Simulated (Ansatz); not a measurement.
# Bi (Im-3m) in Ansatz: notebook

The runs below take Bi through single point, with PBE.

All numbers are computed with Ansatz 0.2.0; they aren't measurements. Logs are shortened: lines on timing, memory, paths and dates and some standing lists are left out, and cuts for length are marked.

### Step 1. The structure

It takes space group Im-3m (No. 229, cubic). The conventional cell has a = 3.963 Å, b = 3.963 Å, c = 3.963 Å, α = 90.00°, β = 90.00°, γ = 90.00°. Bi (site symmetry m-3m) is surrounded by 8 Bi at 3.43 Å.

This isn't the form of Bi at room conditions, which is rhombohedral.

### Step 2. Single point, PBE

input.yaml reads:

```yaml
crystal:
  lattice:
    - [-1.9814305318, 1.9814305318, 1.9814305318]
    - [1.9814305318, -1.9814305318, 1.9814305318]
    - [1.9814305318, 1.9814305318, -1.9814305318]
  atoms:
    - { symbol: Bi, position: [0.0, 0.0, 0.0] }
hamiltonian:
  xc: pbe
  pseudopotentials: { kind: paw }
kpoints:
  mp_grid: { grid: [9, 9, 9] }
scf:
  occupations: { method: gaussian, width: 0.019 }
output:
  forces: true
  stress: true
  eigenvalues: true
```

Potentials or basis: Ansatz PAW.

The run is started by

```
> ansatz run input.yaml --threads 2 --pin off --max-ram 5632MiB --backend cpu --events-out ev --progress --plain --runs-dir out
```

Output:

```text
Warning: RAYON_NUM_THREADS=2 ignored (pool sized by the plan → 2); use --threads N
Engine: ansatz 0.2.0, x86_64-unknown-linux-gnu
Pseudopotentials: kind: paw
Pseudopotential: Bi, paw, valence charge 15, recommended cutoff 420 eV (normal), Bi.paw.azcp
Functional definition: PBE
  parameter kappa = 0.804
  parameter beta = 0.06672455060314922
  exchange = pbe_x(kappa = kappa, mu = beta*pi^2/3)
  correlation = pbe_c(beta = beta)
Crystal: 1 atoms, lattice volume = 31.117 Å³
Basis set: ecut = 420 eV, 603 PW (Γ), exchange–correlation on 48×48×48 points (8 copies of the dense FFT grid, shifted against one another)
Bands: 12, of which v1, the nominal top of the filled ones, is band 8 counted from 1 (7 counted from 0)
Symmetry: 48 space group operations
Space group: Im-3m (ITA 229), of the structure as read, at distance tolerance 3.1e-5 Å
k-points: 35 of 729
Non-local potential: Bi, projectors of the file, l = 0: 2, l = 1: 2, l = 2: 2, l = 3: 2
PAW form: soft (Blöchl's): semilocal exchange-correlation on the pseudo side does not see the compensation charge
PAW one-centre angular grid: Bi, 590 points (default); XC on 64 Gauss nodes
Initial density: superposition of atomic densities (neutral atoms: chi_scale 0, normalization atom), corrected by the library's trained network
Initial wavefunctions: pseudopotential atomic-orbital guess
Functional: x = pbe(κ = 0.804, μ = 0.2195149727645171), c = pbe(β = 0.06672455060314922)
SCF iter   1: F=—  HF=-12396.430876 eV  |F-HF|=—  |Δ(HF+E_count)|=         —  Δρ=8.23e-4  dr2=1.78e-4  ethr=1.77e-3  ⟨swp⟩=6.3  Hψ=2536  notcnv=0
preconditioner: auto → none  [insulator: Δε(μ)=0.031 eV  Ē_g=24.172 eV  σ=0.019 eV  W_gap=0.64  n_scr=12 (ndim 8)  ℏωp=25.8 eV  f_vac=0.000  D(μ)=1.93/eV (n_scr^D=18)  ε∞_Penn≈2.1]
SCF iter   2: F=—  HF=-12396.430364 eV  |F-HF|=—  |Δ(HF+E_count)|=   5.12e-4  Δρ=4.51e-4  dr2=2.76e-5  ethr=1.19e-6  ⟨swp⟩=2.9  Hψ=1143  notcnv=0  defer=15
SCF iter   3: F=—  HF=-12396.430397 eV  |F-HF|=—  |Δ(HF+E_count)|=   3.30e-5  Δρ=2.26e-4  dr2=6.03e-6  ethr=1.84e-7  ⟨swp⟩=2.8  Hψ=711  notcnv=0  defer=15
SCF iter   4: F=—  HF=-12396.430407 eV  |F-HF|=—  |Δ(HF+E_count)|=   1.08e-5  Δρ=4.29e-5  dr2=3.66e-7  ethr=4.02e-8  ⟨swp⟩=2.3  Hψ=627  notcnv=0  defer=15
iter 5 did not close the SCF: its close was put off for the readings that it lacked (scf_convergence_deferred on its scf_iter line)
SCF iter   5: F=-12396.430407 eV  HF=-12396.430407 eV  |F-HF|=3.47e-8  |Δ(HF+E_count)|=   1.86e-7  Δρ=1.37e-5  dr2=3.42e-8  ethr=2.44e-9  ⟨swp⟩=2.2  Hψ=625  notcnv=0  defer=15
SCF iter   6: F=-12396.430407 eV  HF=-12396.430407 eV  |F-HF|=7.66e-10  |Δ(HF+E_count)|=   1.93e-8  Δρ=2.09e-6  dr2=7.31e-10  ethr=2.28e-10  ⟨swp⟩=4.7  Hψ=1741  notcnv=0
SCF 1 converged in 6 iterations: F = -12396.430407 eV  dr2 = 7.31e-10
SCF converged after 6 iterations
Free energy (F): -12396.430407 eV
Harris-Foulkes:  -12396.430407 eV  (|F-HF|=7.66e-10)
Internal energy: -12396.430059 eV  (E = F + TS)
E sigma→0 (E₀):  -12396.430233 eV
Entropy (-TS):   -0.000349 eV (-0.349 meV/atom)
Fermi energy:    11.771377 eV
--- Per-component energies (eV) ---
  E_band       = -82.072105
  E_kinetic    = 302.056730
  E_local      = -1398.873273  (includes V_loc(G=0)·N_el)
  E_nonlocal   = 559.896756
  E_hartree    = 442.602784
  E_xc         = -151.421106
  E_vxc        = -144.411247  (∫ρ·V_xc dr)
  E_paw        = -10663.025673  (= ΣΔE_a)
  E_vpaw       = -285.945251  (= ΣTr[D̂ρ^β])
  E_aug_tail   = -0.000435  (compensation charges beyond the density's cutoff)
  E_ewald      = -1487.665842
  E_smearing   = -0.000349  (= −TS)
  E_closure    = -0.000000  (closes the sum)
  Σ components = -12396.430407   (vs F -12396.430407, Δ=0.00e0)
--- Forces (eV/Å), atoms counted from 1 ---
  atom   1  Bi    -0.00000000     0.00000000    -0.00000000
  max |Σ_I F_I| component: 2.63e-31 eV/Å
--- Stress (GPa, compression-positive) ---
        0.840499       0.000000      -0.000000
        0.000000       0.840499       0.000000
        0.000000      -0.000000       0.840499
  P = ⅓ Tr σ = 0.8405 GPa (8.405 kbar)
--- Band table (eV; the first three rows and the last of 35) ---
  k-point 0: bands = ["-11.2892", "-11.2892", "-11.2892", "-11.1607", "-11.1607", "-1.7574", "16.8757", "16.8757", "16.8757", "20.9043", "22.2123", "22.2123"]
  k-point 1: bands = ["-11.2938", "-11.2813", "-11.2649", "-11.1661", "-11.1617", "-1.5325", "14.8667", "16.2332", "16.6738", "20.5548", "21.3040", "21.9603"]
  k-point 2: bands = ["-11.3055", "-11.2655", "-11.2029", "-11.1761", "-11.1640", "-0.8746", "11.7460", "15.0176", "16.1544", "19.1109", "20.3295", "22.1233"]
  k-point 34: bands = ["-11.2957", "-11.2913", "-11.1043", "-11.1043", "-11.1026", "3.2089", "9.7766", "10.0861", "10.0861", "15.3719", "15.9859", "26.7625"]
```

Wall time 0.89 s (2 threads of Intel Xeon at 2.70GHz, shared host); peak memory 0.3 GiB.

What came out:

```yaml
Free_energy: -12396.4304 eV
Pressure: 0.8 GPa
Band_gap_on_the_k_mesh: none (metal or under the smearing width)
```

Levels at points of the mesh, in eV from the Fermi level:
```
           k point  band 5  band 6  band 7  band 8  band 9  band 10
(0.00, 0.00, 0.00)  -22.93  -13.53    5.10    5.10    5.10     9.13
```

Caveat: spin-orbit coupling is left out, which moves the levels of the heavy elements.

### Step 3. Single point, PBE

Changes to input.yaml since step 2:

```diff
@@ -13,3 +13,3 @@
 scf:
-  occupations: { method: gaussian, width: 0.019 }
+  occupations: { method: gaussian, width: 0.02 }
 output:
@@ -18 +18,5 @@
   eigenvalues: true
+  write_density: true
+  write_potential: true
+  elf: true
+  volumetric_format: npy
```

Potentials or basis: Ansatz PAW.

The run is started by

```
> ansatz run input.yaml --threads 2 --pin off --max-ram 5632MiB --backend cpu --events-out ev --progress --plain --runs-dir out
```

Run time: 1.1 s. Hardware: 2 threads of Intel Xeon at 2.70GHz, shared host; peak memory 0.3 GiB.

Results (log left out):

- Free energy: -12396.4304 eV
- Pressure: 0.8 GPa
- Band gap on the k mesh: none (metal or under the smearing width)

Levels at points of the mesh, in eV from the Fermi level:
```csv
k point,band 3,band 4,band 5,band 6,band 7,band 8,band 9,band 10,band 11,band 12
"(0.00, 0.00, 0.00)",-23.06,-22.93,-22.93,-13.53,5.10,5.10,5.10,9.13,10.44,10.44
```

Caveat: spin-orbit coupling is left out, which moves the levels of the heavy elements.

### Step 4. Single point, PBE

Changes to input.yaml since step 3:

```diff
@@ -13,3 +13,3 @@
 scf:
-  occupations: { method: gaussian, width: 0.02 }
+  occupations: { method: gaussian, width: 0.021 }
 output:
@@ -18,5 +18 @@
   eigenvalues: true
-  write_density: true
-  write_potential: true
-  elf: true
-  volumetric_format: npy
```

The run is started by

```
> ansatz run input.yaml --threads 2 --pin off --max-ram 5632MiB --backend cpu --events-out ev --progress --plain --runs-dir out
```

Wall time 0.7 s (2 threads of Intel Xeon at 2.70GHz, shared host); peak memory 0.3 GiB.

Results (log left out):

```
Free energy            : -12396.4304 eV
Pressure               : 0.8 GPa
Band gap on the k mesh : none (metal or under the smearing width)
```

Levels at points of the mesh, in eV from the Fermi level:
| k point | band 4 | band 5 | band 6 | band 7 | band 8 | band 9 | band 10 | band 11 |
| --- | --- | --- | --- | --- | --- | --- | --- | --- |
| (0.00, 0.00, 0.00) | -22.93 | -22.93 | -13.53 | 5.10 | 5.10 | 5.10 | 9.13 | 10.44 |

Caveat: spin-orbit coupling is left out, which moves the levels of the heavy elements.

### Step 5. Single point, PBE

Changes to input.yaml since step 4:

```diff
@@ -13,3 +13,3 @@
 scf:
-  occupations: { method: gaussian, width: 0.021 }
+  occupations: { method: gaussian, width: 0.022 }
 output:
```

The run is started by

```
> ansatz run input.yaml --threads 2 --pin off --max-ram 5632MiB --backend cpu --events-out ev --progress --plain --runs-dir out
```

It took 0.76 s on 2 threads of Intel Xeon at 2.70GHz, shared host; peak memory 0.3 GiB.

The run converged. Its results:

| Item | Value |
| --- | --- |
| Free energy | -12396.4305 eV |
| Pressure | 0.8 GPa |
| Band gap on the k mesh | none (metal or under the smearing width) |

Levels at points of the mesh, in eV from the Fermi level:
| k point | band 4 | band 5 | band 6 | band 7 | band 8 | band 9 | band 10 | band 11 |
| --- | --- | --- | --- | --- | --- | --- | --- | --- |
| (0.00, 0.00, 0.00) | -22.93 | -22.93 | -13.53 | 5.10 | 5.10 | 5.10 | 9.13 | 10.44 |

Caveat: spin-orbit coupling is left out, which moves the levels of the heavy elements.

### Step 6. Single point, PBE

Changes to input.yaml since step 5:

```diff
@@ -13,3 +13,3 @@
 scf:
-  occupations: { method: gaussian, width: 0.022 }
+  occupations: { method: gaussian, width: 0.023 }
 output:
```

Potentials or basis: Ansatz PAW.

The run is started by

```
> ansatz run input.yaml --threads 2 --pin off --max-ram 5632MiB --backend cpu --events-out ev --progress --plain --runs-dir out
```

It took 0.76 s on 2 threads of Intel Xeon at 2.70GHz, shared host; peak memory 0.3 GiB.

The run converged. Its results:

```
Free energy            : -12396.4305 eV
Pressure               : 0.8 GPa
Band gap on the k mesh : none (metal or under the smearing width)
```

Levels at points of the mesh, in eV from the Fermi level:
```
           k point  band 4  band 5  band 6  band 7  band 8  band 9  band 10  band 11
(0.00, 0.00, 0.00)  -22.93  -22.93  -13.53    5.10    5.10    5.10     9.13    10.44
```

Caveat: spin-orbit coupling is left out, which moves the levels of the heavy elements.

### Step 7. Summary

| smearing | gap on the mesh (eV) | pressure (GPa) |
| --- | --- | --- |
| gaussian 0.019 eV | none | 0.8 |
| gaussian 0.02 eV | none | 0.8 |
| gaussian 0.021 eV | none | 0.8 |
| gaussian 0.022 eV | none | 0.8 |
| gaussian 0.023 eV | none | 0.8 |

Alike in all rows: task single point; level PBE; potentials or basis Ansatz PAW; no spin polarisation; cell as given; k mesh 9 × 9 × 9; cutoff (eV) 420.

Every run on the cell as given and a fine mesh finds a metal.

Caveats: spin-orbit coupling is left out, which moves the levels of the heavy elements.

Total energies depend on the potentials used, so only differences within one code and one set of settings carry meaning.
